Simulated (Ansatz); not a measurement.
## Response of AgCl to small distortions

```
CELL_PARAMETERS angstrom
3.43397 0.00000 0.00000
0.00000 3.43397 0.00000
0.00000 0.00000 3.43397
ATOMIC_POSITIONS crystal
Ag 0.00000 0.00000 0.00000
Cl 0.50000 0.50000 0.50000
```

Atom numbers follow the list: Ag1, Cl2.

Structure from Materials Project entry mp-726265 (possibly hypothetical), not relaxed further.

The calculation used DFT, PBEsol, all-electron LAPW, scalar-relativistic in Ansatz 0.2.0.

The runs use a Γ-centred 9×9×9 k mesh, Fermi–Dirac smearing of 0.01 eV, basis error target 1 meV/atom, no spin polarisation.

The unchanged cell is at -4.59 GPa.

Semilocal functionals give too small gaps.

x, y and z are the Cartesian axes of the cell as listed; fractional coordinates follow a strain, and an engineering shear is twice the off-diagonal strain component.

(1) One change gave: energy change -3 meV/atom; stress change (xx, yy, zz, yz, xz, xy) 0.08, 0.08, 0.08, 0.44, 0.44, 0.44 GPa, compression positive; gap on the k mesh 0.44 → 0.37 eV. Which change was it?
A. equal xy, yz and zx engineering shear strains of -3 %
B. equal xy, yz and zx engineering shear strains of +2 %
C. equal xy, yz and zx engineering shear strains of +3 %
D. equal xy, yz and zx engineering shear strains of +1 %
E. equal xy, yz and zx engineering shear strains of -2 %
F. equal xy, yz and zx engineering shear strains of -1 %

Answers

(1) C. For equal xy, yz and zx engineering shear strains of -3 %: energy change -3 meV/atom; stress change (xx, yy, zz, yz, xz, xy) 0.09, 0.09, 0.09, -0.45, -0.45, -0.45 GPa, compression positive; gap on the k mesh 0.44 → 0.37 eV. For equal xy, yz and zx engineering shear strains of -1 %: energy change under 1 meV/atom; stress change (xx, yy, zz, yz, xz, xy) 0.01, 0.01, 0.01, -0.15, -0.15, -0.15 GPa, compression positive; gap on the k mesh 0.44 → 0.42 eV. For equal xy, yz and zx engineering shear strains of +2 %: energy change -1 meV/atom; stress change (xx, yy, zz, yz, xz, xy) 0.03, 0.03, 0.03, 0.30, 0.30, 0.30 GPa, compression positive; gap on the k mesh 0.44 → 0.39 eV. For equal xy, yz and zx engineering shear strains of -2 %: energy change -1 meV/atom; stress change (xx, yy, zz, yz, xz, xy) 0.04, 0.04, 0.04, -0.30, -0.30, -0.30 GPa, compression positive; gap on the k mesh 0.44 → 0.39 eV. For equal xy, yz and zx engineering shear strains of +1 %: energy change under 1 meV/atom; stress change (xx, yy, zz, yz, xz, xy) 0.01, 0.01, 0.01, 0.15, 0.15, 0.15 GPa, compression positive; gap on the k mesh 0.44 → 0.42 eV.
